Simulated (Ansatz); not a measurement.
Nuclear-site quantities of AlN as the cell is scaled

```xyz
4
Lattice="3.1110 0.0000 0.0000 -1.5555 2.6942 0.0000 0.0000 0.0000 4.9780" Properties=species:S:1:pos:R:3 pbc="T T T"
Al    0.0000    1.7961    0.0000
Al    1.5555    0.8981    2.4890
N     0.0000    1.7961    1.9165
N     1.5555    0.8981    4.4055
```

Atom numbers follow the list: Al1, Al2, N3, N4.

The cell is COD entry 9008860, as deposited and not checked against the literature; nothing was relaxed.

Theory: DFT, PBEsol, all-electron PAW with datasets made for the crystal, scalar-relativistic in Ansatz 0.2.0.

The runs use a Γ-centred 11×11×6 k mesh, Fermi–Dirac smearing of 0.02 eV, cutoff 360 eV (chosen by the program for this cell), no spin polarisation.

The contact density is the mean electron density over the nuclear volume; its changes follow the s electrons' response to bonding and compression. Changes below are taken from the unscaled cell, where it is 10046.1 e/Å³ at Al1, 1402.87 e/Å³ at N3.

Volumes at which the program chose other datasets or cutoffs are left out.

| V/V(cell) | P (GPa) | Δρ(0) Al1 (e/Å³) | Δρ(0) N3 (e/Å³) |
| --- | --- | --- | --- |
| 0.9900 | 2.5 | 0.02 | ? |
| 1.0000 | 0.4 | 0.00 | 0.00 |
| 1.0100 | -1.6 | -0.02 | ? |
| 1.0200 | -3.4 | -0.04 | ? |

Q: Fill in "Δρ(0) N3 (e/Å³)" for the row "0.9900".

A: -0.04.

Q: Give the missing entry: row "1.0200", column "Δρ(0) N3 (e/Å³)".

A: 0.09.

Q: Fill in "Δρ(0) N3 (e/Å³)" for the row "1.0100".

A: 0.04.

The datasets are made afresh for each cell, so very small changes are uncertain.
